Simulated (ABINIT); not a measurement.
# TiSe (P4/nmm) in ABINIT: optical spectrum with PBEsol

Aim: the optical spectrum of TiSe with PBEsol.

Everything below comes from runs of ABINIT 10.8.3 (patched build). Logs are shortened: lines on timing, memory, paths and dates and some standing lists are left out, and cuts for length are marked. The log counts tension as positive stress, the text compression.

## Step 1: The structure

Symmetry: P4/nmm, No. 129, tetragonal system. Conventional cell: a = 4.178 Å, b = 4.178 Å, c = 5.984 Å, α = 90.00°, β = 90.00°, γ = 90.00°. Se (site symmetry 4mm) has 4 Ti at 2.53 Å as nearest neighbours. Ti (site symmetry -4m2) is surrounded by 4 Se at 2.53 Å.

The cell comes from a database or a generator and needn't be the stable form of this composition.

## Step 2: Optical spectrum, PBEsol

Contents of run.abi:

```
ndtset 3

pp_dirpath "./"
pseudos "Se.upf, Ti.upf"

acell 3*1.0
rprim
     7.8959503809     0.0000000000     0.0000000000
     0.0000000000     7.8959503809     0.0000000000
     0.0000000000     0.0000000000    11.3089204839
ntypat 2
znucl 34 22
natom 4
typat 1 1 2 2
xred
            0.0            1/2   0.7605560000
            1/2            0.0   0.2394440000
            0.0            0.0            0.0
            1/2            1/2            0.0

ecut 39.0

ngkpt 8 8 6
nshiftk 1
shiftk 0.5 0.5 0.5
istwfk *1

ixc -116133

occopt 3
tsmear 0.05 eV

nstep 80

iomode 3
prteig 0
prtebands 0

nband1 34
tolvrs1 1.0e-12
prtden1 1
prtwf1 0
kptopt1 1

iscf2 -3
getden2 1
nband2 38
nbdbuf2 4
tolwfr2 1.0e-12
nstep2 120
prtden2 0
kptopt2 1

optdriver3 8
wfk_task3 "wfk_optics_fullbz"
getwfk3 2
nband3 34
kptopt3 1
prtevk3 1
inclvkb3 2
```

Contents of optic.abi:

```
&FILES
 ddkfile_1 = 'runo_DS3_1_EVK.nc',
 ddkfile_2 = 'runo_DS3_2_EVK.nc',
 ddkfile_3 = 'runo_DS3_3_EVK.nc',
 wfkfile = 'runo_DS3_WFK.nc'
/
&PARAMETERS
 broadening = 0.007350,
 domega = 0.002,
 maxomega = 0.8,
 scissor = 0.000000,
 tolerance = 0.002
/
&COMPUTATIONS
 num_lin_comp = 2,
 lin_comp = 11,33,
 num_nonlin_comp = 0
/
```

Potentials or basis: PseudoDojo NC SR PBEsol v0.4.1 standard.

Launch:

```bash
mpirun --bind-to none -np 4 abinit run.abi > log 2>&1
optic optic.abi > optic.log 2>&1
```

run.abo:

```text
.Version 10.8.3 of ABINIT
 DATASET    1 : space group P4/n m m (#129); Bravais tP (primitive tetrag.)
================================================================================
 Values of the parameters that define the memory need for DATASET  1.
     intxc =       0    ionmov =       0      iscf =       7    lmnmax =       6
     lnmax =       6     mgfft =      64  mpssoang =       3    mqgrid =    3180
     natom =       4  nloc_mem =       1    nspden =       1   nspinor =       1
    nsppol =       1      nsym =      16    n1xccc =    2501    ntypat =       2
    occopt =       3   xclevel =       2
       mpw =        8234          nfft =      147456          nkpt =          30
================================================================================
================================================================================
[... 13 lines left out ...]
 DATASET    3 : space group P4/n m m (#129); Bravais tP (primitive tetrag.)
================================================================================
 Values of the parameters that define the memory need for DATASET  3.
     intxc =       0    ionmov =       0      iscf =       7    lmnmax =       6
     lnmax =       6     mgfft =      64  mpssoang =       3    mqgrid =    3180
     natom =       4  nloc_mem =       1    nspden =       1   nspinor =       1
    nsppol =       1      nsym =      16    n1xccc =    2501    ntypat =       2
    occopt =       3   xclevel =       2
       mpw =        8234          nfft =      147456          nkpt =          30
================================================================================
================================================================================

--------------------------------------------------------------------------------
------------- Echo of variables that govern the present computation ------------
--------------------------------------------------------------------------------
 -outvars: echo values of preprocessed input variables --------
            acell      1.0000000000E+00  1.0000000000E+00  1.0000000000E+00 Bohr
              amu      7.89600000E+01  4.78800000E+01
             ecut      3.90000000E+01 Hartree
           getden1          0
           getden2          1
           getden3          0
           getwfk1          0
           getwfk2          0
           getwfk3          2
             iscf1          7
             iscf2         -3
             iscf3          7
              ixc     -116133
           jdtset        1    2    3
         kptrlatt        8    0    0      0    8    0      0    0    6
          kptrlen      6.31676030E+01
            natom           4
            nband1         34
            nband2         38
            nband3         34
           nbdbuf1          0
           nbdbuf2          4
           nbdbuf3          0
           ndtset           3
            ngfft          48      48      64
             nkpt          30
            nstep1         80
            nstep2        120
            nstep3         80
             nsym          16
           ntypat           2
           occopt           3
        optdriver1          0
        optdriver2          0
        optdriver3          8
           prtden1          1
           prtden2          0
           prtden3          1
        prtebands           0
           prteig           0
           prtevk1          0
           prtevk2          0
           prtevk3          1
            prtwf1          0
            prtwf2          1
            prtwf3          1
            rprim      7.8959503809E+00  0.0000000000E+00  0.0000000000E+00
                       0.0000000000E+00  7.8959503809E+00  0.0000000000E+00
                       0.0000000000E+00  0.0000000000E+00  1.1308920484E+01
           shiftk      5.00000000E-01  5.00000000E-01  5.00000000E-01
          spgroup         129
           tolvrs1     1.00000000E-12
           tolvrs2     0.00000000E+00
           tolvrs3     0.00000000E+00
           tolwfr1     0.00000000E+00
           tolwfr2     1.00000000E-12
           tolwfr3     0.00000000E+00
           tsmear      1.83746611E-03 Hartree
            typat      1  1  2  2
         wfk_task1          0
         wfk_task2          0
         wfk_task3          7
           xangst      0.0000000000E+00  2.0891784986E+00  4.5514888161E+00
                       2.0891784986E+00  0.0000000000E+00  1.4329341798E+00
                       0.0000000000E+00  0.0000000000E+00  0.0000000000E+00
                       2.0891784986E+00  2.0891784986E+00  0.0000000000E+00
            xcart      0.0000000000E+00  3.9479751905E+00  8.6010673276E+00
[... 275 lines left out ...]
lattice_angles: [ 90.000,  90.000,  90.000, ] # degrees, (23, 13, 12)
lattice_volume:   7.0506632E+02
convergence: {deltae:  0.000E+00, res2:  0.000E+00, residm:  9.998E-13, diffor:  0.000E+00, }
etotal    :  -3.60939327E+02
entropy   :   0.00000000E+00
fermie    :   1.73205163E-01
cartesian_stress_tensor: null
pressure_GPa: null
xred      :
- [  0.0000E+00,   5.0000E-01,   7.6056E-01, Se]
- [  5.0000E-01,   0.0000E+00,   2.3944E-01, Se]
- [  0.0000E+00,   0.0000E+00,   0.0000E+00, Ti]
- [  5.0000E-01,   5.0000E-01,   0.0000E+00, Ti]
cartesian_forces: null
force_length_stats: {min: null, max: null, mean: null, }
...

 Integrated electronic density in atomic spheres:
 ------------------------------------------------
 Atom  Sphere_radius  Integrated_density
    1        2.00000         13.26417043
    2        2.00000         13.26417043
    3        2.00000          9.55742267
    4        2.00000          9.55742267
================================================================================

 ----iterations are completed or convergence reached----

 Mean square residual over all n,k,spin=   59.474E-14; max=  99.983E-14
 reduced coordinates (array xred) for    4 atoms
       0.000000000000      0.500000000000      0.760556000000
       0.500000000000      0.000000000000      0.239444000000
       0.000000000000      0.000000000000      0.000000000000
       0.500000000000      0.500000000000      0.000000000000

 cartesian coordinates (angstrom) at end:
    1      0.00000000000000     2.08917849857925     4.55148881609566
    2      2.08917849857925     0.00000000000000     1.43293417983845
    3      0.00000000000000     0.00000000000000     0.00000000000000
    4      2.08917849857925     2.08917849857925     0.00000000000000
 length scales=  1.000000000000  1.000000000000  1.000000000000 bohr
              =  0.529177210544  0.529177210544  0.529177210544 angstroms
 Eigenvalues (hartree) for nkpt=  30  k points:
 kpt#   1, nband= 38, wtk=  0.02083, kpt=  0.0625  0.0625  0.0833 (reduced coord)
  -1.92047   -1.91795   -1.60026   -1.60025   -1.60025   -1.60024   -1.60024   -1.60022
  -1.59997   -1.59996   -1.59954   -1.59953   -1.05985   -1.05676   -1.05438   -1.05386
  -1.04423   -1.04369   -0.34271   -0.32092   -0.00926    0.02770    0.03178    0.03280
   0.04747    0.05019    0.12700    0.19908    0.19957    0.20465    0.23007    0.23665
   0.24727    0.24779    0.28458    0.28556    0.28850    0.36024
      occupation numbers for kpt#   1
   2.00000    2.00000    2.00000    2.00000    2.00000    2.00000    2.00000    2.00000
   2.00000    2.00000    2.00000    2.00000    2.00000    2.00000    2.00000    2.00000
   2.00000    2.00000    2.00000    2.00000    2.00000    2.00000    2.00000    2.00000
   2.00000    2.00000    2.00000    0.00000    0.00000    0.00000    0.00000    0.00000
   0.00000    0.00000    0.00000    0.00000    0.00000    0.00000
 prteigrs : prtvol=0 or 1, do not print more k-points.

--- !EnergyTerms
iteration_state     : {dtset: 2, }
comment             : Components of total free energy in Hartree
kinetic             :  2.03978694325735E+02
hartree             :  1.28898400117918E+02
xc                  : -6.52635643664561E+01
Ewald energy        : -1.74392164201638E+02
psp_core            :  6.98112459175474E+00
local_psp           : -3.56825564269077E+02
non_local_psp       : -1.04315090163551E+02
internal            : -3.60938163965313E+02
'-kT*entropy'       : -1.16544980610144E-03
total_energy        : -3.60939329415120E+02
...

--- !EnergyTermsDC
iteration_state     : {dtset: 2, }
comment             : '"Double-counting" decomposition of free energy'
band_energy         : -5.26578062513575E+01
Ewald energy        : -1.74392164201638E+02
psp_core            :  6.98112459175474E+00
xc_dc               : -1.40869315361627E+02
internal            : -3.60938161222868E+02
'-kT*entropy'       : -1.16544980610144E-03
total_energy_dc     : -3.60939326672674E+02
...

================================================================================
== DATASET  3 ==================================================================

--- !DatasetInfo
iteration_state: {dtset: 3, }
dimensions: {natom: 4, nkpt: 30, mband: 34, nsppol: 1, nspinor: 1, nspden: 1, mpw: 8234, }
cutoff_energies: {ecut:  39.0, pawecutdg:  -1.0, }
electrons: {nelect:   5.60000000E+01, charge:   0.00000000E+00, occopt:   3.00000000E+00, tsmear:   1.83746611E-03, }
meta: {optdriver: 8, wfk_task: 7, }
...

 mkfilename : getwfk/=0, take file _WFK from output of DATASET   2.

--------------------------------------------------------------------------------

 Computation of velocity matrix elements (DDK)

 Parameters extracted from the Abinit header:
    ecut:     39.0
    nkpt:    384
    mband:   38
    nsppol:  1
    nspinor: 1
    useylm:  0
    inclvkb: 2
    bmin: 1, bmax: 38
    Computing diagonal and off-diagonal matrix elements
    Between band index bmin: 1, bmax: 38

== END DATASET(S) ==============================================================
================================================================================

 -outvars: echo values of variables after computation  --------
            acell      1.0000000000E+00  1.0000000000E+00  1.0000000000E+00 Bohr
           etotal1    -3.6093932667E+02
           etotal2    -3.6093932667E+02
           etotal3     0.0000000000E+00
            fcart1    -8.9916321716E-31 -5.6197701072E-31  7.0236837716E-03
                      -9.9907024128E-32 -2.1230242627E-31 -7.0236837716E-03
                      -9.9907024128E-32  9.8658186327E-31 -2.1684043450E-19
                       1.0989772654E-30 -2.1230242627E-31 -2.1684043450E-19
            fcart3     0.0000000000E+00  0.0000000000E+00  0.0000000000E+00
                       0.0000000000E+00  0.0000000000E+00  0.0000000000E+00
                       0.0000000000E+00  0.0000000000E+00  0.0000000000E+00
                       0.0000000000E+00  0.0000000000E+00  0.0000000000E+00
            rprim      7.8959503809E+00  0.0000000000E+00  0.0000000000E+00
                       0.0000000000E+00  7.8959503809E+00  0.0000000000E+00
                       0.0000000000E+00  0.0000000000E+00  1.1308920484E+01
           strten1     1.1722153529E-04  1.1722153529E-04  8.9304386930E-05
                       0.0000000000E+00  0.0000000000E+00  0.0000000000E+00
           strten3     0.0000000000E+00  0.0000000000E+00  0.0000000000E+00
                       0.0000000000E+00  0.0000000000E+00  0.0000000000E+00
           xangst      0.0000000000E+00  2.0891784986E+00  4.5514888161E+00
                       2.0891784986E+00  0.0000000000E+00  1.4329341798E+00
                       0.0000000000E+00  0.0000000000E+00  0.0000000000E+00
                       2.0891784986E+00  2.0891784986E+00  0.0000000000E+00
             xred      0.0000000000E+00  5.0000000000E-01  7.6055600000E-01
                       5.0000000000E-01  0.0000000000E+00  2.3944400000E-01
                       0.0000000000E+00  0.0000000000E+00  0.0000000000E+00
                       5.0000000000E-01  5.0000000000E-01  0.0000000000E+00
 Calculation completed.
```

It took 5.5 min on 4 MPI ranks of Arm Neoverse V2, shared host; peak memory 2.6 GiB.

What came out:

* Free energy: -9821.6594 eV
* Pressure: -3.2 GPa
* Largest force: 0.361 eV/Å

Forces on the atoms (eV/Å):
```
Se   0.000  0.000  0.361
Se   0.000  0.000 -0.361
Ti   0.000  0.000  0.000
Ti   0.000  0.000  0.000
```

Stress tensor (GPa, compression positive):
```
-3.45  0.00  0.00
 0.00 -3.45  0.00
 0.00  0.00 -2.63
```

Dielectric function (mean over the directions given):
```csv
energy (eV),real part,imaginary part
0.33,18.91,10.93
0.76,5.35,11.26
1.31,4.04,5.70
1.74,4.17,4.57
2.29,4.20,2.87
2.83,5.35,2.97
3.27,5.91,4.98
3.81,4.10,5.12
4.25,2.98,6.39
4.79,2.01,5.06
5.33,1.81,5.14
5.77,1.88,5.54
6.31,-0.62,5.89
6.75,-1.09,4.48
7.29,-1.28,3.55
7.84,-0.92,3.20
8.27,-1.45,3.18
8.82,-2.12,2.51
9.36,-2.08,0.99
9.80,-1.54,0.64
10.34,-1.02,0.25
10.78,-0.70,0.16
11.32,-0.39,0.10
11.86,-0.17,0.07
12.30,-0.02,0.06
12.84,0.13,0.06
13.28,0.25,0.08
13.82,0.32,0.15
14.37,0.31,0.12
14.80,0.36,0.09
15.35,0.45,0.05
15.89,0.54,0.08
16.33,0.50,0.16
16.87,0.50,0.06
17.31,0.55,0.03
17.85,0.60,0.02
18.39,0.64,0.02
18.83,0.67,0.01
19.38,0.70,0.01
19.92,0.73,0.01
```

Caveat: the intraband (Drude) term is left out; spectra need much finer meshes, so this one isn't converged; independent-particle spectra lack excitons; this functional lacks dispersion, which binds the layers, so the pressure and a relaxed spacing across them are unreliable.
